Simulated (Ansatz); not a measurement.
Li3N (Li3N type, space group P6/mmm)

```
CELL_PARAMETERS angstrom
      3.60715     0.00000     0.00000
     -1.80357     3.12388     0.00000
      0.00000     0.00000     3.84457
ATOMIC_POSITIONS crystal
  Li 0.00000 0.00000 0.50000
  Li 0.33333 0.66667 0.00000
  Li 0.66667 0.33333 0.00000
  N  0.00000 0.00000 0.00000
```

The relaxed cell is deformed in two ways at once: its volume V is scaled, and at that volume it is stretched along z (the c axis of the conventional cell) so that c/a changes. Fractional atomic positions are held.

The numbers are results of PBEsol (plane waves to 420 eV, PAW, scalar-relativistic; Ansatz, an electronic-structure program), not measurements. k mesh 11×11×9 (Γ-centred), Fermi-Dirac smearing 0.05 eV. E stands for the smeared free energy. Li3N was relaxed with its symmetry unable to fall. The zero of ΔE is the relaxed starting cell.

Q: Give the computed ΔE (eV/atom) at all points of the grid V/V₀ = 0.920, 0.960, 1.000, 1.040, 1.080 by (c/a)/(c/a)₀ = 0.880, 0.940, 1.000, 1.060, 1.120.

A: ΔE (eV/atom), with V/V₀ across and (c/a)/(c/a)₀ down:

```tsv
(c/a)/(c/a)₀ \ V/V₀	0.920	0.960	1.000	1.040	1.080
0.880	0.0782	0.0635	0.0563	0.0553	0.0594
0.940	0.0278	0.0166	0.0126	0.0146	0.0215
1.000	0.0135	0.0031	0.0000	0.0028	0.0105
1.060	0.0261	0.0146	0.0105	0.0123	0.0192
1.120	0.0596	0.0453	0.0386	0.0382	0.0430
```

(A scan under strain: stresses follow from slopes of the energy per volume, elastic moduli from its curvatures.)
